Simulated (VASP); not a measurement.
Crystal: BeTe.

```
CELL_PARAMETERS angstrom
0.00000 2.77000 2.77000
2.77000 0.00000 2.77000
2.77000 2.77000 0.00000
ATOMIC_POSITIONS crystal
Te 0.75000 0.75000 0.75000
Be 0.00000 0.00000 0.00000
```

| Item | Value |
| --- | --- |
| Program | VASP 6.6.1 |
| Task | relaxation of cell and atoms |
| Functional | HSE03 |
| Potentials or basis | VASP PAW PBE potentials, release 64 (Te, Be) |
| Cutoff | 600 eV |
| k mesh | 4 × 4 × 4 |
| Occupations | fermi-dirac, width 0.05 eV |
| Spin | no spin polarisation |

At the start: pressure 3.8 GPa; volume 21.25 Å³/atom.

Q: How do energy, volume and symmetry change on relaxing?

A: Over 3 steps the energy falls by 14.0 meV/atom and the volume is 22.49 Å³/atom (+5.8 %); space group F-43m (No. 216, to 0.05 Å).

Step by step:
| step | energy change (eV) | largest force (eV/Å) | pressure (GPa) | volume (Å³) |
| --- | --- | --- | --- | --- |
| 1 | 0.0000 | 0.0000 | 3.80 | 42.51 |
| 2 | -0.0260 | 0.0000 | -0.88 | 45.68 |
| 3 | -0.0280 | 0.0000 | -0.01 | 44.98 |

Final structure:
```
Te Be
1.0
     0.00000    2.82273    2.82273
     2.82273    0.00000    2.82273
     2.82273    2.82273    0.00000
Te Be
1 1
Direct
  0.75000 0.75000 0.75000
  0.00000 0.00000 0.00000
```

Caveat: the k mesh is coarse (spacing up to 0.49 Å⁻¹), so the values aren't converged, least of all with exact exchange; the PAW data sets were made with another functional, which shifts forces and pressure a little.
